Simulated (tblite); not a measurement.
Computed with GFN2-xTB (tblite): harmonic, unscaled wavenumbers at the GFN2-xTB geometry, gas phase. This tight-binding method is rough: wavenumbers can miss measured ones by several per cent, in bad cases by 10 to 20. Modes of hydrogen on silicon can be 10 to 20 % off. One conformer each. Open shells enter through the occupations alone, without spin polarisation, and single modes of such species can be off by tens of per cent. Thermal functions are those of the rigid rotor and harmonic oscillator, without mixing of conformers.

Question: Order these by their heat capacity Cp at 200 K, highest first (cal/(mol K)).
A. `CCCCO`
B. `CN(C)C1=PC=PC=P1`
C. `C[S@](=O)C1CCNCC1`
D. `[CH]=C=[CH]` [singlet]
E. `C=C1CC1(F)F`
F. `N#C[Si@@H](C=O)/C=C\C=O`
G. `[CH]=O` [radical]

Answer: B (30.6), F (29.9), C (28.1), A (19.1), E (16.6), D (12.4), G (8.0).

```csv
SMILES,atoms,mass (u),symmetry number,modes under 300 cm⁻¹,ZPE (kcal/mol),S translation (cal/(mol K)),S rotation,S vibration,S spin,S,Cp
CN(C)c1pcpcp1,17,174.99,2,8,75.7,39.4,27.8,20.7,0.0,87.9,30.6
N#C[Si@@H](C=O)/C=C\C=O,14,139.01,1,7,53.6,38.7,28.1,22.1,0.0,88.9,29.9
C[S@](=O)C1CCNCC1,22,147.07,1,7,117.3,38.9,28.1,17.1,0.0,84.1,28.1
CCCCO,15,74.07,1,4,84.5,36.9,24.8,9.6,0.0,71.2,19.1
C=C1CC1(F)F,10,90.03,1,2,42.5,37.4,25.2,5.0,0.0,67.6,16.6
[CH]=C=[CH],5,38.02,2,1,17.2,34.9,16.8,3.4,0.0,55.1,12.4
[CH]=O,3,29.00,1,0,8.2,34.1,14.8,0.0,1.4,50.3,8.0
```

Entropies and Cp are for 200 K and 1 bar.
